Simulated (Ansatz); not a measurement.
**HfN: how the free axis answers a strain**

HfN, P6_3/mmc, a = 3.144 Å, c = 5.425 Å. This isn't the usual stable structure of the compound. Ansatz: r2SCAN, PAW, 500 eV, Γ-centred 18×18×10 mesh on 4 atoms, Gaussian smearing 0.10 eV; no spin polarisation. Series: biaxial strain in the a-b plane, c and atoms relaxed; x is the strain in per cent. y is the change of c in per cent of 5.425 Å.

| x (%) | y (%) |
| --- | --- |
| -6.0 | ? |
| -4.0 | 2.05 |
| -2.0 | 0.97 |
| 0.0 | 0.00 |
| 2.0 | -0.77 |
| 4.0 | -1.37 |

Problem. Fit y = c1 x + c2 x² to the other rows, say what c1 measures, and predict the missing y.

Solution. Least squares on the rows shown. y = −0.4290 x + 0.02147 x². With no stress along c, c1 = −2C13/C33 = -0.429. At x = -6.0 the fit asked for gives 3.35 %. The run gave 3.41 %, so the fit is 0.06 % too low, 1.3 % of the span of the series, against an rms of 0.01 % on the fitted rows. The row lies outside the fitted range. With a term in x³ added, a fit to the same known rows predicts 3.26 %, further off still.

Spin–orbit coupling is left out, which can shift energies with elements as heavy as these.

Cost: 6 runs of about 30 core-minutes in all, on Intel Xeon Processor @ 2.50GHz (Skylake/Cascade Lake) (shared hosts).